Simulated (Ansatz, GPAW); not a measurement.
Given: the input of a run of GPAW 26.7.0 (ASE script) on BAs. 

run.py

```python
from ase.dft.bandgap import bandgap
from ase.io import read, write
from ase.units import GPa
from gpaw import GPAW, PW

atoms = read('BAs.xyz')

calc = GPAW(mode=PW(800),
            xc='PBE',
            kpts={'size': (10, 10, 10), 'gamma': True},
            occupations={'name': 'methfessel-paxton', 'order': 0, 'width': 0.017},
            nbands=11,
            convergence={'density': 1e-05, 'energy': 1e-05},
            maxiter=150,
            txt='gpaw.txt')
atoms.calc = calc
energy = atoms.get_potential_energy()
forces = atoms.get_forces()
stress = atoms.get_stress()
calc.write('gs.gpw')
write('result.traj', atoms)
print(f'Energy: {energy:.6f} eV')
print('Forces (eV/A):')
print(forces.round(4))
print('Stress (GPa):', (stress / GPa).round(3))
print('Fermi level:', round(calc.get_fermi_level(), 4), 'eV')
print(f'Gap: {bandgap(calc)[0]:.4f} eV, direct: {bandgap(calc, direct=True)[0]:.4f} eV')
```

BAs.xyz

```xyz
2
Lattice="0.0000000000 2.3885000000 2.3885000000 2.3885000000 0.0000000000 2.3885000000 2.3885000000 2.3885000000 0.0000000000" Properties=species:S:1:pos:R:3 pbc="T T T"
As     3.5827500000      3.5827500000      3.5827500000
B      0.0000000000      0.0000000000      0.0000000000
```

Potentials or basis: GPAW PAW data sets (gpaw-data 1.2.1), pw.

Run with:

```bash
$ OMP_NUM_THREADS=1 python run.py
```

Question: Set up the same calculation for Ansatz 0.2.0. Potentials or basis there: Ansatz PAW, cutoff 420 eV.

Answer: As run (cutoffs and basis follow the program's own potentials, and thresholds, step limits or extra output files can differ):

Contents of input.yaml:

```yaml
crystal:
  lattice:
    - [0.0, 2.3885, 2.3885]
    - [2.3885, 0.0, 2.3885]
    - [2.3885, 2.3885, 0.0]
  atoms:
    - { symbol: As, position: [0.75, 0.75, 0.75] }
    - { symbol: B, position: [0.0, 0.0, 0.0] }
hamiltonian:
  xc: pbe
  pseudopotentials: { kind: paw }
kpoints:
  mp_grid: { grid: [10, 10, 10] }
scf:
  occupations: { method: gaussian, width: 0.017 }
output:
  forces: true
  stress: true
  eigenvalues: true
```

Potentials or basis: Ansatz PAW.

Command:

```bash
$ ansatz run input.yaml --threads 2 --pin off --max-ram 5632MiB --backend cpu --events-out ev --progress --plain --runs-dir out
```

Both were run:

|  | GPAW | Ansatz |
| --- | --- | --- |
| Pressure | 3.3 GPa | 2.8 GPa |

Ansatz's pressure holds a Pulay term of +0.10 GPa for its cutoff of 420 eV, which the other run lacks.

The potentials hold 8 and 18 valence electrons a cell.

Where Ansatz's input types no cutoff or centring, it takes its own default and a Γ-centred mesh.

Pressure is positive in compression.
